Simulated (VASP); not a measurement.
# AgCl (Pm-3m) in VASP: single point with PBE+D3(BJ)

Aim: the single point of AgCl with PBE+D3(BJ).

Program: VASP 6.6.1. These are calculated values, not measurements. Logs are shortened: lines on timing, memory, paths and dates and some standing lists are left out, and cuts for length are marked.

## Step 1: The cell of the first run

The structure is cubic, space group Pm-3m (No. 221). Conventional cell: a = 3.434 Å, b = 3.434 Å, c = 3.434 Å, α = 90.00°, β = 90.00°, γ = 90.00°. Ag (site symmetry m-3m) has 8 Cl at 2.97 Å as nearest neighbours. Cl (site symmetry m-3m) is surrounded by 8 Ag at 2.97 Å.

Measurements of this composition are mostly on another form, of space group No. 225.

## Step 2: Single point, PBE+D3(BJ) (the relaxed cell repeated 8 times, on the trajectory's mesh)

File INCAR:

```
SYSTEM = AgCl
PREC = Accurate ; ENCUT = 520
EDIFF = 1E-6 ; ISMEAR = 0
SIGMA = 0.1 ; LREAL = Auto
LASPH = .TRUE. ; NELM = 100
ALGO = Fast ; ISIF = 2
LWAVE = .FALSE. ; LCHARG = .FALSE.
GGA = PE ; IVDW = 12
NBANDS = 86 ; ISYM = 0
```

File KPOINTS:

```
Automatic mesh
0
Gamma
  2 2 2
  0.5 0.5 0.5
```

File POSCAR:

```
AgCl
1.0
    6.8679460000      0.0000000000      0.0000000000
    0.0000000000     -6.8679460000      0.0000000000
    0.0000000000      0.0000000000     -6.8679460000
Ag Cl
8 8
Direct
    0.0000000000      0.5000000000      0.5000000000
    0.0000000000      0.5000000000      0.0000000000
    0.0000000000      0.0000000000      0.5000000000
    0.0000000000      0.0000000000      0.0000000000
    0.5000000000      0.5000000000      0.5000000000
    0.5000000000      0.5000000000      0.0000000000
    0.5000000000      0.0000000000      0.5000000000
    0.5000000000      0.0000000000      0.0000000000
    0.2500000000      0.2500000000      0.2500000000
    0.2500000000      0.2500000000      0.7500000000
    0.2500000000      0.7500000000      0.2500000000
    0.2500000000      0.7500000000      0.7500000000
    0.7500000000      0.2500000000      0.2500000000
    0.7500000000      0.2500000000      0.7500000000
    0.7500000000      0.7500000000      0.2500000000
    0.7500000000      0.7500000000      0.7500000000
```

Potentials or basis: VASP PAW PBE potentials, release 64 (Ag, Cl).

Command:

```
> cat potpaw_PBE.64/Ag/POTCAR potpaw_PBE.64/Cl/POTCAR > POTCAR
> mpirun -np 1 vasp_std > vasp.out
```

OUTCAR:

```text
SYSTEM = AgCl
   PREC = Accurate
   ENCUT = 520
   EDIFF = 1E-6
   ISMEAR = 0
   LREAL = Auto
   LASPH = .TRUE.
   NELM = 100
   ISIF = 2
   GGA = PE
   IVDW = 12
   ISYM = 0
 IVDW          = 12

 ion  position               nearest neighbor table
   1  0.000  0.500  0.500-   9 2.97  10 2.97  11 2.97  12 2.97  13 2.97  14 2.97  15 2.97  16 2.97
                             5 3.43   2 3.43   3 3.43   2 3.43   3 3.43   5 3.43
   2  0.000  0.500  0.000-   9 2.97  10 2.97  11 2.97  12 2.97  13 2.97  14 2.97  15 2.97  16 2.97
                             6 3.43   1 3.43   4 3.43   1 3.43   4 3.43   6 3.43
   3  0.000  0.000  0.500-   9 2.97  10 2.97  11 2.97  12 2.97  13 2.97  14 2.97  15 2.97  16 2.97
                             7 3.43   1 3.43   4 3.43   4 3.43   1 3.43   7 3.43
   4  0.000  0.000  0.000-   9 2.97  10 2.97  11 2.97  12 2.97  13 2.97  14 2.97  15 2.97  16 2.97
                             8 3.43   2 3.43   3 3.43   3 3.43   2 3.43   8 3.43
   5  0.500  0.500  0.500-   9 2.97  10 2.97  11 2.97  12 2.97  13 2.97  14 2.97  15 2.97  16 2.97
                             7 3.43   1 3.43   6 3.43   6 3.43   7 3.43   1 3.43
   6  0.500  0.500  0.000-   9 2.97  10 2.97  11 2.97  12 2.97  13 2.97  14 2.97  15 2.97  16 2.97
                             8 3.43   2 3.43   5 3.43   5 3.43   8 3.43   2 3.43
   7  0.500  0.000  0.500-   9 2.97  10 2.97  11 2.97  12 2.97  13 2.97  14 2.97  15 2.97  16 2.97
                             8 3.43   3 3.43   5 3.43   8 3.43   5 3.43   3 3.43
   8  0.500  0.000  0.000-   9 2.97  10 2.97  11 2.97  12 2.97  13 2.97  14 2.97  15 2.97  16 2.97
                             7 3.43   4 3.43   6 3.43   7 3.43   6 3.43   4 3.43
   9  0.250  0.250  0.250-   1 2.97   2 2.97   3 2.97   4 2.97   5 2.97   6 2.97   7 2.97   8 2.97

  10  0.250  0.250  0.750-   1 2.97   2 2.97   3 2.97   4 2.97   5 2.97   6 2.97   7 2.97   8 2.97

  11  0.250  0.750  0.250-   1 2.97   2 2.97   3 2.97   4 2.97   5 2.97   6 2.97   7 2.97   8 2.97

  12  0.250  0.750  0.750-   1 2.97   2 2.97   3 2.97   4 2.97   5 2.97   6 2.97   7 2.97   8 2.97

  13  0.750  0.250  0.250-   1 2.97   2 2.97   3 2.97   4 2.97   5 2.97   6 2.97   7 2.97   8 2.97

  14  0.750  0.250  0.750-   1 2.97   2 2.97   3 2.97   4 2.97   5 2.97   6 2.97   7 2.97   8 2.97

  15  0.750  0.750  0.250-   1 2.97   2 2.97   3 2.97   4 2.97   5 2.97   6 2.97   7 2.97   8 2.97

  16  0.750  0.750  0.750-   1 2.97   2 2.97   3 2.97   4 2.97   5 2.97   6 2.97   7 2.97   8 2.97

IMPORTANT INFORMATION: All symmetrisations will be switched off!
NOSYMM: (Re-)initialisation of all symmetry stuff for point group C_1.

----------------------------------------------------------------------------------------

                                     Primitive cell

  volume of cell :     323.9520

  direct lattice vectors                    reciprocal lattice vectors
     6.867946000  0.000000000  0.000000000     0.145603940  0.000000000  0.000000000
     0.000000000 -6.867946000  0.000000000     0.000000000 -0.145603940  0.000000000
     0.000000000  0.000000000 -6.867946000     0.000000000  0.000000000 -0.145603940

  length of vectors
     6.867946000  6.867946000  6.867946000     0.145603940  0.145603940  0.145603940

  position of ions in fractional coordinates (direct lattice)
     0.000000000  0.500000000  0.500000000
     0.000000000  0.500000000  0.000000000
     0.000000000  0.000000000  0.500000000
     0.000000000  0.000000000  0.000000000
     0.500000000  0.500000000  0.500000000
     0.500000000  0.500000000  0.000000000
[... 8 lines left out ...]
     0.750000000  0.750000000  0.250000000
     0.750000000  0.750000000  0.750000000

  ion indices of the primitive-cell ions
   primitive index   ion index
                 1           1
                 2           2
                 3           3
                 4           4
                 5           5
                 6           6
[... 8 lines left out ...]
                15          15
                16          16

----------------------------------------------------------------------------------------

 KPOINTS: Automatic mesh

Automatic generation of k-mesh.
 Grid dimensions read from file:
 generate k-points for:    2    2    2

 Generating k-lattice:

  Cartesian coordinates                     Fractional coordinates (reciprocal lattice)
     0.072801970  0.000000000  0.000000000     0.500000000  0.000000000  0.000000000
     0.000000000 -0.072801970  0.000000000     0.000000000  0.500000000  0.000000000
     0.000000000  0.000000000 -0.072801970     0.000000000  0.000000000  0.500000000

  Length of vectors
     0.072801970  0.072801970  0.072801970

  Shift w.r.t. Gamma in fractional coordinates (k-lattice)
     0.500000000  0.500000000  0.500000000

 Subroutine IBZKPT returns following result:
 ===========================================

 Found      4 irreducible k-points:

 Following reciprocal coordinates:
            Coordinates               Weight
  0.250000  0.250000  0.250000      2.000000
 -0.250000  0.250000  0.250000      2.000000
 -0.250000 -0.250000  0.250000      2.000000
  0.250000 -0.250000  0.250000      2.000000
   k-points           NKPTS =      4   k-points in BZ     NKDIM =      4   number of bands    NBANDS=     86
   number of dos      NEDOS =    301   number of ions     NIONS =     16
   total plane-waves  NPLWV = 157464
   dimension x,y,z NGX =    54 NGY =   54 NGZ =   54
   dimension x,y,z NGXF=   108 NGYF=  108 NGZF=  108
   ions per type =               8   8
   NGX,Y,Z   is equivalent  to a cutoff of  13.07, 13.07, 13.07 a.u.
   NGXF,Y,Z  is equivalent  to a cutoff of  26.14, 26.14, 26.14 a.u.
 SYSTEM =  AgCl
   PREC   = accura    normal or accurate (medium, high low for compatibility)
   ISTART =      0    job   : 0-new  1-cont  2-samecut
   ICHARG =      2    charge: 1-file 2-atom 10-const
   ISPIN  =      1    spin polarized calculation?
   LNONCOLLINEAR =      F non collinear calculations
   LSORBIT =      F    spin-orbit coupling
   LASPH  =      T    aspherical Exc in radial PAW
   ENCUT  =  520.0 eV  38.22 Ry    6.18 a.u.  12.77 12.77 12.77*2*pi/ulx,y,z
   NELM   =    100;   NELMIN=  2; NELMDL= -5     # of ELM steps
   EDIFF  = 0.1E-05   stopping-criterion for ELM
   LREAL  =      T    real-space projection
   EDIFFG = 0.1E-04   stopping-criterion for IOM
   NSW    =      0    number of steps for IOM
   IBRION =     -1    ionic relax: 0-MD 1-quasi-New 2-CG
   NFREE  =      0    steps in history (QN), initial steepest desc. (CG)
   ISIF   =      2    stress and relaxation
   ISYM   =      0    0-nonsym 1-usesym 2-fastsym
   POTIM  = 0.5000    time-step for ionic-motion
   TEBEG  =    0.0;   TEEND  =   0.0 temperature during run
   PSTRESS=    0.0 pullay stress
   NELECT =     144.0000    total number of electrons
   NUPDOWN=      -1.0000    fix difference up-down
   EMIN   =  10.00;   EMAX   =-10.00  energy-range for DOS
   EFERMI =   0.00;   METHOD = LEGACY
   ISMEAR =     0;   SIGMA  =   0.10  broadening in eV -4-tet -1-fermi 0-gaus
   EFERMI_NEDOS =   21; number of points for ismear=-14 and -15
   IALGO  =     68    algorithm
   IMIX   =      4    mixing-type and parameters
     AMIX     =   0.40;   BMIX     =  1.00
     AMIX_MAG =   1.60;   BMIX_MAG =  1.00
  volume/ion in A,a.u.               =      20.25       136.63
  Fermi-wavevector in a.u.,A,eV,Ry     =   1.249402  2.361027 21.238760  1.561005
  Thomas-Fermi vector in A             =   2.383444
   LORBIT       =      0    0 simple, 1 ext, 2 COOP (PROOUT), +10 PAW based schemes
   GGA     = PE    functional components
   LHFCALC =     F    Hartree Fock is set to
   AEXX    =    0.0000 exact exchange contribution
   IVDW    =    12    specifies the selected vdW correction
   LEPSILON=     F    determine dielectric tensor
   LRPA    =     F    only Hartree local field effects (RPA)
 non-spin polarized calculation
 RMM-DIIS sequential band-by-band and
 Gauss-broadening in eV      SIGMA  =   0.10
  energy-cutoff  :      520.00
  volume of cell :      323.95
 maximum number of plane-waves:      8718
 NGX is ok and might be reduce to    54
   NGX = 25   NGY = 25   NGZ = 25

 number of electron     143.9999978 magnetization

 Free energy of the ion-electron system (eV)
  ---------------------------------------------------
  ext. energy  EPLUGINS =         0.00000000
  ---------------------------------------------------
  free energy    TOTEN  =       -41.16082648 eV

  energy without entropy =      -41.16082648  energy(sigma->0) =      -41.16082648

 E-fermi :   4.1988     XC(G=0): -10.3880

 val. band max:        3.6513712250   @ k =   0.2500   0.2500   0.2500
 cond. band min:       6.3198905996   @ k =   0.2500  -0.2500   0.2500
 fundamental gap:      2.6685193746
 Fermi energy:         4.1988331525

 k-point     1 :       0.2500    0.2500    0.2500
  band No.  band energies     occupation
      1     -10.5259      2.00000
      2     -10.2263      2.00000
      3     -10.2263      2.00000
      4     -10.2262      2.00000
      5      -9.9936      2.00000
      6      -9.9935      2.00000
[... 76 lines left out ...]
     83      10.8509      0.00000
     84      10.8512      0.00000

 k-point     2 :      -0.2500    0.2500    0.2500
  band No.  band energies     occupation
      1     -10.5259      2.00000
      2     -10.2263      2.00000
      3     -10.2263      2.00000
      4     -10.2262      2.00000
      5      -9.9936      2.00000
      6      -9.9935      2.00000
[... 76 lines left out ...]
     83      10.8509      0.00000
     84      10.8520      0.00000

 k-point     3 :      -0.2500   -0.2500    0.2500
  band No.  band energies     occupation
      1     -10.5259      2.00000
      2     -10.2263      2.00000
      3     -10.2263      2.00000
      4     -10.2262      2.00000
      5      -9.9936      2.00000
      6      -9.9935      2.00000
[... 76 lines left out ...]
     83      10.8509      0.00000
     84      10.8514      0.00000

 k-point     4 :       0.2500   -0.2500    0.2500
  band No.  band energies     occupation
      1     -10.5259      2.00000
      2     -10.2263      2.00000
      3     -10.2263      2.00000
      4     -10.2262      2.00000
      5      -9.9936      2.00000
      6      -9.9935      2.00000
[... 76 lines left out ...]
     83      10.8509      0.00000
     84      10.8512      0.00000
 [bands above 84 left out]

------------------------ aborting loop because EDIFF is reached ----------------------------------------

 Edisp (eV)   -5.58426

 E8    (eV) :    -2.2333

  FORCE on cell =-STRESS in cart. coord.  units (eV):
  Direction    XX          YY          ZZ          XY          YZ          ZX
  --------------------------------------------------------------------------------------
  -------------------------------------------------------------------------------------
  Total      -6.23250    -6.23257    -6.23260    -0.00005     0.00010     0.00002
  in kB     -30.82422   -30.82456   -30.82475    -0.00025     0.00048     0.00011
  external pressure =      -30.82 kB  Pullay stress =        0.00 kB

 VOLUME and BASIS-vectors are now :
 -----------------------------------------------------------------------------
  energy-cutoff  :      520.00
  volume of cell :      323.95
      direct lattice vectors                 reciprocal lattice vectors
     6.867946000  0.000000000  0.000000000     0.145603940  0.000000000  0.000000000
     0.000000000 -6.867946000  0.000000000     0.000000000 -0.145603940  0.000000000
     0.000000000  0.000000000 -6.867946000     0.000000000  0.000000000 -0.145603940

 POSITION                                       TOTAL-FORCE (eV/Angst)
 -----------------------------------------------------------------------------------
      0.00000     -3.43397     -3.43397        -0.000003      0.000004      0.000012
      0.00000     -3.43397      0.00000         0.000003      0.000012     -0.000005
      0.00000      0.00000     -3.43397        -0.000009      0.000004      0.000003
      0.00000      0.00000      0.00000         0.000007     -0.000010      0.000003
      3.43397     -3.43397     -3.43397        -0.000016      0.000007      0.000001
      3.43397     -3.43397      0.00000        -0.000004     -0.000002     -0.000001
[... 8 lines left out ...]
      5.15096     -5.15096     -1.71699        -0.000043      0.000032     -0.000083
      5.15096     -5.15096     -5.15096         0.000028     -0.000029      0.000135
 -----------------------------------------------------------------------------------
    total drift:                                0.000061      0.000013     -0.000044

  FREE ENERGIE OF THE ION-ELECTRON SYSTEM (eV)
  ---------------------------------------------------
  free  energy   TOTEN  =       -46.7450885041 eV

  energy  without entropy=      -46.7450885041  energy(sigma->0) =      -46.74508850
```

It took 94 s on 1 thread of Intel Xeon 6975P-C (Granite Rapids), shared host; peak memory 0.4 GiB.

What came out:

- Free energy: -46.7451 eV
- Pressure: -3.1 GPa
- Band gap on the k mesh: 2.67 eV
- Dispersion energy per atom: -0.349 eV
